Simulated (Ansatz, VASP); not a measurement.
Be: VASP beside Ansatz

INCAR

```
  ALGO = Normal
  EDIFF = 1E-8
  ENCUT = 520
  GGA = PE
  ISIF = 2
  ISMEAR = -1
  LASPH = T
  LCHARG = F
  LEFG = T
  LREAL = F
  LWAVE = F
  NBANDS = 7
  NELM = 80
  PREC = Accurate
  SIGMA = 0.03
```

The input KPOINTS:

```
k-points
0
Gamma
  23 23 23
```

The input POSCAR:

```
Be
1.0
   -1.2155273228      1.2531209513      1.2531209513
    1.2531209513     -1.2155273228      1.2531209513
    1.2531209513      1.2531209513     -1.2155273228
Be
1
Direct
    0.0000000000      0.0000000000      0.0000000000
```

Input for Ansatz:

```yaml
crystal:
  lattice:
    - [-1.2155273228, 1.2531209513, 1.2531209513]
    - [1.2531209513, -1.2155273228, 1.2531209513]
    - [1.2531209513, 1.2531209513, -1.2155273228]
  atoms:
    - { symbol: Be, position: [0.0, 0.0, 0.0] }
kpoints:
  mp_grid: { grid: [23, 23, 23] }
scf:
  occupations: { method: fermi_dirac, width: 0.03 }
hamiltonian:
  xc: pbe
  pseudopotentials: { kind: all_electron, datasets: crystal }
output:
  forces: true
  stress: true
  eigenvalues: true
  efg: { contact_densities: true }
```

Change from the starting cell: equal xy, yz and zx shear strains of +3 %, crystal datasets.

Alike in both runs: task electric field gradients; functional PBE; k mesh 23 × 23 × 23; occupations fermi-dirac, width 0.03 eV; no spin polarisation.

```csv
,VASP,Ansatz
version,VASP 6.6.1,Ansatz 0.2.0
potentials or method,"VASP PAW PBE potentials, release 64 (Be)","all-electron PAW with datasets made for the crystal, scalar-relativistic"
plane-wave cutoff (eV),520,see its input
```

|  | VASP | Ansatz | Ansatz less VASP |
| --- | --- | --- | --- |
| pressure (GPa) | -0.2 | -0.4 | -0.18 |
| largest component of the traceless stress (GPa) | 5.60 | 5.59 | -0.008 |
| Vzz of the field gradient on the site that differs most (V/Å²) | 0.8 | 0.7 | -0.06 |

Ansatz ran all-electron here, so the differences hold the error of VASP's frozen core and of both bases.
